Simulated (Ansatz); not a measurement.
Results of PBE-D4 (PAW; Ansatz, a program for electronic structure) for rock-salt LiI.

Run with plane-wave cutoff 520 eV, 10×10×10 k mesh, Fermi–Dirac smearing 0.01 eV, scalar-relativistic PAW data made under PBE.

Computed at the level's own relaxed cell.

Question: Predict the bulk modulus, equilibrium lattice constant a, equilibrium volume per atom, pressure derivative B′ of the bulk modulus and width of the whole s-p valence band.

Answer: 
* **bulk modulus**: 23.5 GPa
* **equilibrium lattice constant a**: 5.904 Å
* **equilibrium volume per atom**: 25.72 Å³/atom
* **pressure derivative B′ of the bulk modulus**: 4.5
* **width of the whole s-p valence band**: 11.87 eV

Measured, for comparison: bulk modulus 24 GPa (0 K, extrapolated to 0 K; as tabulated in Doll and Stoll (1998), arXiv:cond-mat/9801031). Computed (rounded) less measured: bulk modulus -2 %.

Spin–orbit coupling is not included.

The computed numbers hold no vibrational or temperature effects.
